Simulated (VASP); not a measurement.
Method: PBEsol GGA with spin-orbit coupling, VASP's PBE PAW potentials (set 64) (plane waves; VASP).

A VASP calculation is set up with these files.

### KPOINTS
```
Automatic mesh
0
gamma
7 7 7
```

### POSCAR
```
ZnTe
1
   -0.0000000000     3.0324034431     3.0324034431
    3.0324034431     0.0000000000     3.0324034431
    3.0324034431     3.0324034431    -0.0000000000
Zn Te
1 1
Direct
  0.0000000000   0.0000000000   0.0000000000
  0.2500000000   0.2500000000   0.2500000000
```

INCAR:
```
# general
SYSTEM     = ZnTe
PREC       = Accurate
ENCUT      = 400   # plane-wave cut-off (eV)
LREAL      = F   # projection in real space or not
LASPH      = T

# electronic loop
EDIFF      = 1E-6
NELM       = 100   # most electronic steps
ALGO       = Normal   # blocked Davidson
LMAXMIX    = 4   # l cut-off of mixed one-centre charges

# smearing
ISMEAR     = 0
SIGMA      = 0.05   # width (eV)

# functional
GGA        = PS
GGA_COMPAT = F

# spin
MAGMOM     = 6*0
LSORBIT    = T

# output
LWAVE      = F
LCHARG     = F
```

KPOINTS_OPT:
```
k-points along high-symmetry lines
8
Line-mode
Reciprocal
  0.000000   0.000000   0.000000 ! GAMMA
 -0.500000  -0.500000   0.000000 ! X

 -0.500000  -0.500000   0.000000 ! X
 -0.375000  -0.375000   0.250000 ! U

 -0.375000  -0.000000   0.375000 ! K
  0.000000   0.000000   0.000000 ! GAMMA

  0.000000   0.000000   0.000000 ! GAMMA
 -0.000000  -0.000000   0.500000 ! L

 -0.000000  -0.000000   0.500000 ! L
 -0.500000  -0.250000   0.250000 ! W

 -0.500000  -0.250000   0.250000 ! W
 -0.500000  -0.500000   0.000000 ! X
```

POTCAR, in this order: Zn Te (PBE.64 set). Program: vasp_ncl.

Output

File OUTCAR:
```
 ion  position               nearest neighbor table
   1  0.000  0.000  0.000-   2 2.63   2 2.63   2 2.63   2 2.63
   2  0.250  0.250  0.250-   1 2.63   1 2.63   1 2.63   1 2.63
  LATTYP: Found a face centered cubic cell.
 ALAT       =     6.0648068862
 Subroutine PRICEL returns:
 Original cell was already a primitive cell.
 Subroutine GETGRP returns: Found 24 space group operations
The static configuration has the point symmetry T_d .
The dynamic configuration has the point symmetry T_d .
The overall configuration has the point symmetry T_d .
 Subroutine INISYM returns: Found 24 space group operations
 Subroutine IBZKPT returns following result:
 Found     30 irreducible k-points:

 Following reciprocal coordinates:
            Coordinates               Weight
  0.000000  0.000000  0.000000      1.000000
  0.142857  0.000000  0.000000      4.000000
 -0.142857  0.000000  0.000000      4.000000
  0.285714  0.000000  0.000000      4.000000
 -0.285714  0.000000  0.000000      4.000000
  0.428571  0.000000  0.000000      4.000000
 -0.428571  0.000000  0.000000      4.000000
  0.142857  0.142857  0.000000      6.000000
  0.285714  0.142857  0.000000     12.000000
 -0.285714 -0.142857  0.000000     12.000000
  0.428571  0.142857  0.000000     12.000000
 -0.428571 -0.142857  0.000000     12.000000
 -0.428571  0.142857  0.000000     12.000000
  0.428571 -0.142857  0.000000     12.000000
 -0.285714  0.142857  0.000000     12.000000
  0.285714 -0.142857  0.000000     12.000000
 -0.142857  0.142857  0.000000     12.000000
  0.285714  0.285714  0.000000      6.000000
  0.428571  0.285714  0.000000     12.000000
 -0.428571 -0.285714  0.000000     12.000000
 -0.428571  0.285714  0.000000     12.000000
  0.428571 -0.285714  0.000000     12.000000
 -0.285714  0.285714  0.000000     12.000000
  0.428571  0.428571  0.000000      6.000000
 -0.428571  0.428571  0.000000     12.000000
  0.428571  0.285714  0.142857     24.000000
 -0.428571  0.285714  0.142857     24.000000
  0.428571 -0.285714 -0.142857     24.000000
 -0.428571  0.428571  0.142857     24.000000
 -0.285714  0.428571  0.142857     24.000000
   k-points           NKPTS =     30   k-points in BZ     NKDIM =     30   number of bands    NBANDS=     26
   number of dos      NEDOS =    301   number of ions     NIONS =      2
   total plane-waves  NPLWV =  21952
   dimension x,y,z NGX =    28 NGY =   28 NGZ =   28
   dimension x,y,z NGXF=    56 NGYF=   56 NGZF=   56
   ions per type =               1   1
   PREC   = accura    normal or accurate (medium, high low for compatibility)
   ISTART =      0    job   : 0-new  1-cont  2-samecut
   ICHARG =      2    charge: 1-file 2-atom 10-const
   ISPIN  =      1    spin polarized calculation?
   LNONCOLLINEAR =      T non collinear calculations
   LSORBIT =      T    spin-orbit coupling
   INIWAV =      1    electr: 0-lowe 1-rand  2-diag
   ENCUT  =  400.0 eV  29.40 Ry    5.42 a.u.   6.99  6.99  6.99*2*pi/ulx,y,z
   NELM   =    100;   NELMIN=  2; NELMDL= -5     # of ELM steps
   EDIFF  = 0.1E-05   stopping-criterion for ELM
   LREAL  =      F    real-space projection
   NLSPLINE    = F    spline interpolate recip. space projectors
   LMAXMIX     =    4 max onsite mixed and CHGCAR
   VOSKOWN=      0    Vosko Wilk Nusair interpolation
   EDIFFG = 0.1E-04   stopping-criterion for IOM
   NSW    =      0    number of steps for IOM
   NBLOCK =      1;   KBLOCK =      1    inner block; outer block
   IBRION =     -1    ionic relax: 0-MD 1-quasi-New 2-CG
   NFREE  =      0    steps in history (QN), initial steepest desc. (CG)
   ISIF   =      2    stress and relaxation
   ISYM   =      2    0-nonsym 1-usesym 2-fastsym
   TEIN   =    0.0    initial temperature
...
```

File OSZICAR:
```
       N       E                     dE             d eps       ncg     rms          rms(c)
DAV:   1     0.926201979352E+02    0.92620E+02   -0.69537E+03  1560   0.121E+03
DAV:   2     0.852170179817E+00   -0.91768E+02   -0.88444E+02  1634   0.274E+02
DAV:   3    -0.607603289787E+01   -0.69282E+01   -0.68812E+01  1884   0.816E+01
DAV:   4    -0.621733140584E+01   -0.14130E+00   -0.14114E+00  1818   0.112E+01
DAV:   5    -0.622104191857E+01   -0.37105E-02   -0.37104E-02  1958   0.158E+00    0.560E+00
DAV:   6    -0.601880831740E+01    0.20223E+00   -0.71406E-01  1884   0.281E+01    0.399E+00
DAV:   7    -0.601087896536E+01    0.79294E-02   -0.19751E-01  1674   0.471E+00    0.213E+00
DAV:   8    -0.600881488079E+01    0.20641E-02   -0.66603E-03  1850   0.102E+00    0.890E-01
DAV:   9    -0.600846613163E+01    0.34875E-03   -0.75773E-04  1874   0.616E-01    0.218E-01
DAV:  10    -0.600845348286E+01    0.12649E-04   -0.42455E-04  1900   0.265E-01    0.469E-02
DAV:  11    -0.600849420834E+01   -0.40725E-04   -0.22330E-04  2004   0.296E-01    0.272E-02
DAV:  12    -0.600847912054E+01    0.15088E-04   -0.41333E-05  2122   0.144E-01    0.185E-02
DAV:  13    -0.600847864234E+01    0.47820E-06   -0.57907E-06  1718   0.217E-02
   1 F= -.60084786E+01 E0= -.60084786E+01  d E =-.522627E-14  mag=     0.0000     0.0000     0.0000
       N       E                     dE             ncg
       N       E                     dE             ncg
```

OUTCAR:
```
------------------------ aborting loop because EDIFF is reached ----------------------------------------
  FORCE on cell =-STRESS in cart. coord.  units (eV):
  Direction    XX          YY          ZZ          XY          YZ          ZX
  --------------------------------------------------------------------------------------
  Total        0.0062183      0.0062183      0.0062183      0.0000000      0.0000000      0.0000000
  in kB        0.1786461      0.1786461      0.1786461      0.0000000      0.0000000      0.0000000
  external PRESSURE =       0.1786461 kB  Pullay stress =       0.0000000 kB
  volume of cell :       55.77
      direct lattice vectors                 reciprocal lattice vectors
     0.000000000  3.032403443  3.032403443    -0.164885712  0.164885712  0.164885712
     3.032403443  0.000000000  3.032403443     0.164885712 -0.164885712  0.164885712
     3.032403443  3.032403443  0.000000000     0.164885712  0.164885712 -0.164885712
 POSITION                                       TOTAL-FORCE (eV/Angst)
 -----------------------------------------------------------------------------------
      0.00000      0.00000      0.00000         0.000000      0.000000      0.000000
      1.51620      1.51620      1.51620        -0.000000     -0.000000     -0.000000
 -----------------------------------------------------------------------------------
    total drift:                               -0.000001     -0.000001     -0.000001
  FREE ENERGIE OF THE ION-ELECTRON SYSTEM (eV)
  ---------------------------------------------------
  free  energy   TOTEN  =        -6.0084786423 eV

  energy  without entropy=       -6.0084786423  energy(sigma->0) =       -6.00847864

 Ion:    1  E_soc:     -0.0092844

 Ion:    2  E_soc:     -0.1860617
```
(Selected blocks of OUTCAR.)

The compound is ZnTe in the zinc blende structure. It was relaxed first.
